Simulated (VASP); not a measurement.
**GaSb: equation of state with PBEsol**

Crystal: GaSb.

```
Sb Ga
1.0
     0.00000    3.05900    3.05900
     3.05900    0.00000    3.05900
     3.05900    3.05900    0.00000
Sb Ga
1 1
Direct
  0.75000 0.75000 0.75000
  0.00000 0.00000 0.00000
```

```yaml
Program: VASP 6.6.1
Task: equation of state
Functional: PBEsol
Potentials_or_basis: VASP PAW PBE potentials, release 64 (Sb, Ga_d)
Cutoff: 520 eV
k_mesh: 8 × 8 × 8
Occupations: fermi-dirac, width 0.05 eV
Spin: no spin polarisation
```

```yaml
Equilibrium_volume: 28.59 Å³/atom
Bulk_modulus: 51 GPa
Pressure_derivative_of_the_bulk_modulus: 4.5
```

Energy against volume, from the lowest point:
```csv
volume (Å³/atom),energy (meV/atom)
26.907,17.59
27.480,7.32
28.052,1.65
28.625,0.00
29.197,1.94
29.770,7.17
30.342,15.31
```

All runs of the series together: 2.6 min on 1 thread of Intel(R) Xeon(R) Platinum 8375C CPU @ 2.90GHz (Ice Lake), on a shared host.

Caveat: the PAW data sets were made with another functional, which shifts forces and pressure a little. Spin-orbit coupling is left out, which matters for the levels of Sb.
